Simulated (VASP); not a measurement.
H12C4Cl3, 38 atoms in the cell. The cell holds a amorphous, 38 atoms: a = 6.445 Å, b = 6.445 Å, c = 6.445 Å, α = 90.00°, β = 90.00°, γ = 90.00°. The cell was built by a generator and needn't be a form met in nature.

```yaml
Program: VASP 6.6.1
Task: single point
Functional: PBE
Dispersion: D3(BJ)
Potentials_or_basis: VASP PAW PBE potentials, release 64 (C, H, Cl)
Cutoff: 520 eV
k_mesh: 1 × 1 × 1
Occupations: fermi-dirac, width 0.05 eV
Spin: no spin polarisation
Dipole_correction: no
Further_INCAR_settings: LREAL = Auto; ALGO = Normal; EDIFF = 1e-07; NBANDS = 74
```

Potentials or basis: VASP PAW PBE potentials, release 64 (C, H, Cl).

Launch:

```sh
$ cat potpaw_PBE.64/C/POTCAR potpaw_PBE.64/H/POTCAR potpaw_PBE.64/Cl/POTCAR > POTCAR
$ mpirun -np 1 vasp_gam > vasp.out
```

Hardware: 1 thread of Intel(R) Xeon(R) 6975P-C (Granite Rapids), with other jobs on the host.

Question: Estimate the wall time of this run.

Answer: Run time: 27 s on 1 thread of Intel(R) Xeon(R) 6975P-C (Granite Rapids), with other jobs on the host, peak memory 0.31 GiB. Counts: scf iterations 19, k points 1.
